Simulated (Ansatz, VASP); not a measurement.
## BN in VASP and in Ansatz

The input INCAR:

```
SYSTEM = BN
PREC     = Accurate       ! precision mode
ENCUT    = 520            ! plane-wave cutoff, eV
EDIFF    = 1E-6           ! SCF threshold, eV
ISMEAR   = -1             ! smearing method
SIGMA    = 0.02           ! smearing width, eV
LREAL    = .False.        ! projectors in reciprocal space
LASPH    = .True.         ! aspherical terms in the spheres
NELM     = 80             ! most SCF steps
ALGO     = Normal         ! electronic algorithm
ISIF     = 2              ! what is computed and relaxed
LWAVE    = .False.        ! write WAVECAR
LCHARG   = .False.        ! write CHGCAR
NBANDS   = 11             ! bands
```

File KPOINTS:

```
regular mesh
0
Gamma
  11 11 11
  0 0 0
```

Contents of POSCAR:

```
BN
1.0
    0.0000000000      1.8075000000      1.8075000000
    1.8075000000      0.0000000000      1.8075000000
    1.8075000000      1.8075000000      0.0000000000
B N
1 1
Direct
    0.0000000000      0.0000000000      0.0000000000
    0.7500000000      0.7500000000      0.7500000000
```

Input for Ansatz:

```yaml
crystal:
  lattice:
    - [0.0, 1.8075, 1.8075]
    - [1.8075, 0.0, 1.8075]
    - [1.8075, 1.8075, 0.0]
  atoms:
    - { symbol: B, position: [0.0, 0.0, 0.0] }
    - { symbol: "N", position: [0.75, 0.75, 0.75] }
kpoints:
  mp_grid: { grid: [11, 11, 11] }
  band_path:
    path:
      - [0.0, 0.0, 0.0]
      - [-0.5, -0.5, 0.0]
      - [-0.375, -0.375, 0.25]
      - [-0.375, 0.0, 0.375]
      - [0.0, 0.0, 0.0]
      - [0.0, 0.0, 0.5]
      - [-0.5, -0.25, 0.25]
      - [-0.5, -0.5, 0.0]
    npoints: 14
scf:
  occupations: { method: fermi_dirac, width: 0.02 }
hamiltonian:
  xc: lda
  pseudopotentials: { kind: all_electron, lapw: { basis_error: 0.0005 } }
output:
  forces: true
  stress: true
  eigenvalues: true
  populations: true
  dos: { projected: true, de: 0.2, e_range: [-14, 8] }
```

Alike in both runs: task single point; functional LDA; k mesh 11 × 11 × 11; occupations fermi-dirac, width 0.02 eV; no spin polarisation.

|  | VASP | Ansatz |
| --- | --- | --- |
| version | VASP 6.6.1 | Ansatz 0.2.0 |
| potentials or method | VASP PAW LDA potentials, release 64 (B, N) | all-electron LAPW, scalar-relativistic |
| plane-wave cutoff (eV) | 520 | see its input |

Ansatz gave:

* gap on the k mesh at the Fermi level (eV): 4.46
* pressure (GPa): -10.8

Question: Which values does VASP return?

Answer: gap on the k mesh at the Fermi level (eV): 4.45; pressure (GPa): -10.1.

Ansatz ran all-electron here, so the differences hold the error of VASP's frozen core and of both bases.

Caveats: an odd mesh through Γ misses points on the zone boundary, where band edges often lie. As with any semilocal functional, this LDA gap is likely too small.
